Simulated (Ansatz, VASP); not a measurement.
SnO in VASP and in Ansatz

The input INCAR:

```
SYSTEM = SnO
PREC = Accurate
ENCUT = 520
EDIFF = 1E-6
ISMEAR = -1
SIGMA = 0.02
LREAL = .FALSE.
LASPH = .TRUE.
NELM = 60
ALGO = Normal
ISIF = 2
LWAVE = .FALSE.
LCHARG = .FALSE.
GGA = CA
NBANDS = 28
```

Contents of KPOINTS:

```
Automatic mesh
0
G
  6 6 5
  0 0 0
```

File POSCAR:

```
SnO
1.0
    3.8020000000      0.0000000000      0.0000000000
    0.0000000000      3.8020000000      0.0000000000
    0.0000000000      0.0000000000      4.9327200000
Sn O
2 2
Direct
    0.0000000000      0.5000000000      0.2385000000
    0.5000000000      0.0000000000      0.7615000000
    0.0000000000      0.0000000000      0.0000000000
    0.5000000000      0.5000000000      0.0000000000
```

Input for Ansatz:

```yaml
crystal:
  lattice:
    - [3.802, 0.0, 0.0]
    - [0.0, 3.802, 0.0]
    - [0.0, 0.0, 4.93272]
  atoms:
    - { symbol: Sn, position: [0.0, 0.5, 0.2385] }
    - { symbol: Sn, position: [0.5, 0.0, 0.7615] }
    - { symbol: O, position: [0.0, 0.0, 0.0] }
    - { symbol: O, position: [0.5, 0.5, 0.0] }
kpoints:
  mp_grid: { grid: [6, 6, 5] }
  band_path:
    path:
      - [0.0, 0.0, 0.0]
      - [0.0, 0.5, 0.0]
      - [0.5, 0.5, 0.0]
      - [0.0, 0.0, 0.0]
      - [0.0, 0.0, 0.5]
      - [0.0, 0.5, 0.5]
      - [0.5, 0.5, 0.5]
      - [0.0, 0.0, 0.5]
      - [0.0, 0.5, 0.0]
    npoints: 5
scf:
  occupations: { method: fermi_dirac, width: 0.02 }
hamiltonian:
  xc: lda
  pseudopotentials: { kind: all_electron, lapw: { basis_error: 0.0005 } }
output:
  forces: true
  stress: true
  eigenvalues: true
```

Change from the starting cell: zz strain of +2 %.

Alike in both runs: task single point; functional LDA; k mesh 6 × 6 × 5; occupations fermi-dirac, width 0.02 eV; no spin polarisation.

|  | VASP | Ansatz |
| --- | --- | --- |
| version | VASP 6.6.1 | Ansatz 0.2.0 |
| potentials or method | VASP PAW LDA potentials, release 64 (Sn_d, O) | all-electron LAPW, scalar-relativistic |
| plane-wave cutoff (eV) | 520 | see its input |

Ansatz gave:

| Property | Result |
| --- | --- |
| pressure (GPa) | -4.3 |
| largest component of the traceless stress (GPa) | 0.64 |
| rms of the force components (eV/Å) | 0.256 |

Problem. Estimate VASP's values.

Solution. Pressure (GPa): -4.0; largest component of the traceless stress (GPa): 0.62; rms of the force components (eV/Å): 0.213.

Atom by atom the forces differ by 0.043 eV/Å (rms over components). Ansatz ran all-electron here, so the differences hold the error of VASP's frozen core and of both bases.

Caveats: spin-orbit coupling is left out, which moves the levels of the heavy elements; an odd mesh through Γ misses points on the zone boundary, where band edges often lie.
